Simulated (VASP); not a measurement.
A VASP 6.6.1 single-point calculation on CaO

INCAR

```
LREAL = .FALSE.
SIGMA = 0.02
LWAVE = .FALSE.
LASPH = .TRUE.
IBRION = -1
PREC = Accurate
ENCUT = 520
LCHARG = .FALSE.
ISMEAR = -1
NELM = 68
EDIFF = 1E-7
ALGO = Conjugate
NBANDS = 15
GGA = PE
ISIF = 2
ISYM = 0
NSW = 0
```

KPOINTS

```
KPOINTS created by Atomic Simulation Environment
0
Gamma
4 4 4
0 0 0
```

POSCAR

```
Ca O
 1.0000000000000000
     0.0000000000000000    2.3256236101000001    2.3256236101000001
     2.3256236101000001    0.0000000000000000    2.3256236101000001
     2.3256236101000001    2.3256236101000001    0.0000000000000000
 Ca  O
   1   1
Cartesian
  0.0000000000000000  0.0000000000000000  0.0000000000000000
  2.3256236101000001  2.3256236101000001  2.3256236101000001
```

The recommended PBE PAW datasets give the neutral cell 16 valence electrons.

Command

```
mpirun -np 1 vasp_std
```

Predict the outcome of this run.

It converged. Results: gap between bands v and c on the k mesh 3.57 eV; least direct gap on the k mesh 3.92 eV; pressure 16.3 GPa. Band v is the last that the valence electrons fill when counted band by band, and c is the next.

OSZICAR

```
N       E                     dE             d eps       ncg     rms           ort
DAV:   1     0.124657726131E+03    0.12466E+03   -0.99584E+03   540   0.119E+03
DAV:   2    -0.935040565978E+01   -0.13401E+03   -0.12482E+03   540   0.295E+02
DAV:   3    -0.142687756326E+02   -0.49184E+01   -0.48856E+01   540   0.581E+01
DAV:   4    -0.143956493967E+02   -0.12687E+00   -0.12682E+00   540   0.845E+00
DAV:   5    -0.143982774522E+02   -0.26281E-02   -0.26278E-02   540   0.945E-01
SDA:   6    -0.890456708754E+01    0.54937E+01   -0.26278E-02   540   0.173E+02   0.000E+00
CGA:   7    -0.123353834151E+02   -0.34308E+01   -0.34286E+01   540   0.707E+00  -0.523E+00
CGA:   8    -0.125823304578E+02   -0.24695E+00   -0.24722E+00   540   0.222E+00  -0.242E-02
CGA:   9    -0.126433608313E+02   -0.61030E-01   -0.61244E-01   540   0.246E-01  -0.270E-02
CGA:  10    -0.126515252840E+02   -0.81645E-02   -0.81588E-02   540   0.222E-02   0.503E-04
CGA:  11    -0.126522318982E+02   -0.70661E-03   -0.70547E-03   540   0.338E-03   0.137E-04
CGA:  12    -0.126523529817E+02   -0.12108E-03   -0.12246E-03   540   0.111E-03  -0.116E-04
CGA:  13    -0.126523941897E+02   -0.41208E-04   -0.40576E-04   540   0.211E-04   0.501E-05
CGA:  14    -0.126524034502E+02   -0.92605E-05   -0.93646E-05   540   0.429E-05  -0.655E-06
SDA:  15    -0.126524053031E+02   -0.18528E-05   -0.22625E-05   540   0.172E-05  -0.157E-05
SDA:  16    -0.126524056266E+02   -0.32357E-06   -0.37021E-06   540   0.259E-06   0.502E-06
CGA:  17    -0.126524057669E+02   -0.14031E-06   -0.15762E-06   540   0.815E-07  -0.559E-07
CGA:  18    -0.126524057915E+02   -0.24595E-07   -0.24586E-07   540   0.225E-07   0.128E-09
   1 F= -.12652406E+02 E0= -.12652406E+02  d E =-.286118E-10
```

For comparison, a separate PBE run of the intended cell, on usual settings and not on those above, gives a gap of 3.58 eV on its mesh and a pressure of 16.3 GPa.
